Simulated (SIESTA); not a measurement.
**MnS under changes of volume**

One of the cells (18.021 Å³/atom); the others are scaled copies at fixed shape and fractional positions:

```
Mn S
1.0
     0.00000    2.62175    2.62175
     2.62175    0.00000    2.62175
     2.62175    2.62175    0.00000
Mn S
1 1
Direct
  0.00000 0.00000 0.00000
  0.50000 0.50000 0.50000
```

| Item | Value |
| --- | --- |
| Program | SIESTA 5.4.2 |
| Functional | PBEsol |
| Potentials or basis | PseudoDojo 0.4 standard (PBEsol files) |
| Basis | DZP (energy shift 0.003 Ry; two zetas on semicore shells) |
| Grid cutoff | 800 Ry |
| Energy shift | 0.003 Ry |
| k mesh | 9 × 9 × 9 |
| Occupations | fermi-dirac, width 0.05 eV |
| Spin | collinear spin, ferromagnetic start |
| Starting moments | [4.0, 0.0] μB |

```tsv
volume (Å³/atom)	energy over the lowest point (meV/atom)	pressure (GPa)	moment (μB per cell)
16.607	0.00	-3.3	4.57
16.961	7.87	-4.2	4.64
17.314	18.15	-5.3	4.70
18.021	?	?	?
18.374	60.91	-7.8	4.83
18.727	78.65	-8.4	4.86
```

**Question.** What does the run at 18.021 Å³/atom give?

**Answer.** Energy over the lowest point 44.80 meV/atom; pressure -6.9 GPa; moment 4.79 μB per cell.

Worked out: A Birch-Murnaghan fit of order 3 (a polynomial in V^(-2/3)) to the other rows has no minimum within the range. It gives 44.83 meV/atom at 18.021 Å³/atom, against the run's 44.80, and -dE/dV = -6.9 GPa, against -6.9. A parabola through the other rows of the moment, of slope 0.113 μB per Å³/atom there, gives 4.80 μB, against the run's 4.79.

Energies are extrapolated to zero smearing.

Caveats: short orbitals over semicore shells can move pressures by several GPa; the basis of atomic orbitals isn't converged, which shifts pressures, moduli and gaps; a cell with one magnetic atom can't hold antiferromagnetic order, which such compounds often take.
